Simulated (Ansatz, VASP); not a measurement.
**Two plane-wave programs on NaH**

INCAR

```
SYSTEM = NaH
PREC     = Accurate       ! precision mode
ENCUT    = 520            ! plane-wave cutoff, eV
EDIFF    = 1E-8           ! SCF threshold, eV
ISMEAR   = -1             ! smearing method
SIGMA    = 0.02           ! smearing width, eV
LREAL    = .FALSE.        ! projectors in reciprocal space
LASPH    = .TRUE.         ! aspherical terms in the spheres
NELM     = 80             ! most SCF steps
ALGO     = Normal         ! electronic algorithm
ISIF     = 2              ! what is computed and relaxed
LWAVE    = .FALSE.        ! write WAVECAR
LCHARG   = .FALSE.        ! write CHGCAR
GGA      = PE             ! functional
LEFG     = .TRUE.       
NBANDS   = 11             ! bands
```

The input KPOINTS:

```
Automatic mesh
0
G
  9 9 9
  0 0 0
```

File POSCAR:

```
NaH
1.0
    0.0000000000      2.4400000000      2.4400000000
    2.4400000000      0.0000000000      2.4400000000
    2.4400000000      2.4400000000      0.0000000000
Na H
1 1
Direct
    0.0000000000      0.0000000000      0.0347758197
    0.5000000000      0.5000000000      0.5000000000
```

Input for Ansatz:

```yaml
crystal:
  lattice:
    - [0.0, 2.44, 2.44]
    - [2.44, 0.0, 2.44]
    - [2.44, 2.44, 0.0]
  atoms:
    - { symbol: Na, position: [0.0, 0.0, 0.0347758197] }
    - { symbol: H, position: [0.5, 0.5, 0.5] }
kpoints:
  mp_grid: { grid: [9, 9, 9] }
scf:
  occupations: { method: fermi_dirac, width: 0.02 }
hamiltonian:
  xc: pbe
  pseudopotentials: { kind: paw }
output:
  forces: true
  stress: true
  eigenvalues: true
  efg: { contact_densities: true }
```

Alike in both runs: task electric field gradients; functional PBE; k mesh 9 × 9 × 9; occupations fermi-dirac, width 0.02 eV; no spin polarisation.

|  | VASP | Ansatz |
| --- | --- | --- |
| version | VASP 6.6.1 | Ansatz 0.2.0 |
| potentials or method | VASP PAW PBE potentials, release 64 (Na_pv, H) | PAW with Ansatz's default frozen-core files, scalar-relativistic |
| plane-wave cutoff (eV) | 520 | 420 |
| valence electrons in the cell | 8 | 10 |

|  | VASP | Ansatz | Ansatz less VASP |
| --- | --- | --- | --- |
| gap on the k mesh at the Fermi level (eV) | 4.00 | 4.00 | +0.001 |
| pressure (GPa) | -0.6 | -0.5 | +0.03 |
| largest component of the traceless stress (GPa) | 0.14 | 0.14 | -0.001 |
| rms of the force components (eV/Å) | 0.054 | 0.053 | -0.0004 |
| Vzz of the field gradient on the site that differs most (V/Å²) | 0.1 | -0.1 | -0.12 |

Atom by atom the forces differ by 0.000 eV/Å (rms over components). With one functional, cell and mesh, what is left measures potentials, basis and numerics. The two sets of potentials don't hold the same shells in valence.

Caveats: an odd mesh through Γ misses points on the zone boundary, where band edges often lie.
